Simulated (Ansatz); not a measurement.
**Tetragonal deformation path in Ni₃Ge**

Level of theory: DFT r2SCAN, scalar-relativistic, plane waves, PAW (Ansatz 0.2.0). Settings: plane waves to 500 eV, k-mesh 16×16×16 (Γ-centred), Gaussian smearing 0.15 eV. No spin polarisation. A magnetic state may lie lower. Energies are free energies at this smearing, counted from the undisturbed cell; pressure is positive in compression.

Reference structure (relaxed at this level; it needn't be the usual structure):

```yaml
crystal:
  lattice:
    - [3.53262, 0.00000, 0.00000]
    - [0.00000, 3.53262, 0.00000]
    - [0.00000, 0.00000, 3.53262]
  atoms:
    - { symbol: Ni, position: [0.50000, 0.00000, 0.50000] }
    - { symbol: Ni, position: [0.00000, 0.50000, 0.50000] }
    - { symbol: Ni, position: [0.50000, 0.50000, 0.00000] }
    - { symbol: Ge, position: [0.00000, 0.00000, 0.00000] }
```

At fixed volume and fractional coordinates, lengths along (0.000, 0.000, 1.000) are scaled against those across it; ρ is that ratio over its starting value. The cell is metallic on the mesh throughout.

Question: Over the sampled range (0.707 to 1.414), is the undisturbed cell the lowest point?

Answer: Yes, every other sampled point lies higher.

The scan:

| ρ | ΔE (meV/atom) |
| --- | --- |
| 0.707 | 166.3 |
| 0.850 | 65.9 |
| 1.000 | 0.0 |
| 1.200 | 140.2 |
| 1.414 | 535.1 |

Cost: 5 runs of about 14 core-minutes in all, on Intel Xeon Processor @ 2.50GHz (Skylake/Cascade Lake) (shared hosts).